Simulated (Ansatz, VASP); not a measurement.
# One calculation of Sb8H, two programs

```
Sb H
1.0
     4.30840    0.00000    0.00000
    -2.15420    3.73118    0.00000
     0.00000    0.00000   28.78321
Sb H
8 1
Cartesian
  2.1542 1.2437 8.0000
  0.0000 0.0000 9.5092
  0.0440 2.5176 11.9499
  2.1391 1.2400 13.5301
  0.1476 0.0961 15.8095
  0.0089 2.5039 17.4510
  2.4094 1.4047 19.5462
  -0.0830 -0.0341 21.2979
  2.8159 -0.8466 22.0106
```

Alike in both runs: task single point; functional PBE; dispersion D3(BJ); k mesh 10 × 10 × 1; occupations gaussian, width 0.05 eV; no spin polarisation.

```csv
,VASP,Ansatz
version,VASP 6.6.1,Ansatz 0.2.0
potentials or method,"VASP PAW PBE potentials, release 64 (Sb, H)","scalar-relativistic, plane waves, PAW"
plane-wave cutoff (eV),520,420
valence electrons in the cell,41,121
```

VASP gave:

| Quantity | Value |
| --- | --- |
| rms of the force components (eV/Å) | 0.124 |
| dispersion energy (meV/atom) | -351.8 |

**Question.** What did Ansatz give for the same quantities?

**Answer.** rms of the force components (eV/Å): 0.105; dispersion energy (meV/atom): -351.9.

Atom by atom the forces differ by 0.033 eV/Å (rms over components). The two sets of potentials don't hold the same shells in valence.

The runs have no spin-orbit coupling, so splittings on Sb are missing.
